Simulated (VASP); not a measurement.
Crystal: Al.

```
Al
1.0
     0.00000    2.02481    2.02481
     2.02481    0.00000    2.02481
     2.02481    2.02481    0.00000
Al
1
Direct
  0.00000 0.00000 0.00000
```

| Quantity | Value |
| --- | --- |
| Program | VASP 6.6.1 |
| Task | relaxation of cell and atoms |
| Functional | PBE |
| Dispersion | TS |
| Potentials or basis | VASP PAW PBE potentials, release 64 (Al) |
| Cutoff | 600 eV |
| k mesh | 11 × 11 × 11 |
| Occupations | fermi-dirac, width 0.05 eV |
| Spin | no spin polarisation |

At the start: pressure -7.7 GPa; volume 16.60 Å³/atom.

Task: Where does the relaxation end?

Result: Over 3 steps the energy falls by 38.7 meV/atom and the volume is 15.10 Å³/atom (-9.1 %); space group Fm-3m (No. 225, to 0.05 Å).

Step by step:
```csv
step,energy change (eV),largest force (eV/Å),pressure (GPa),volume (Å³)
1,0.0000,0.0000,-7.68,16.60
2,-0.0362,0.0000,2.21,14.76
3,-0.0387,0.0000,-0.17,15.10
```

Final structure:
```xyz
1
Lattice="0.0000 1.9616 1.9616 1.9616 0.0000 1.9616 1.9616 1.9616 0.0000" Properties=species:S:1:pos:R:3 pbc="T T T"
Al    0.0000    0.0000    0.0000
```

The cell as given is a measured one (16.60 Å³/atom); PBE+TS puts the equilibrium volume -9.1 % from it, thermal expansion not counted.

Caveat: atom-pairwise D2, TS and ULG terms overbind metals; pairwise dispersion overbinds metals, which lowers pressure and volume.
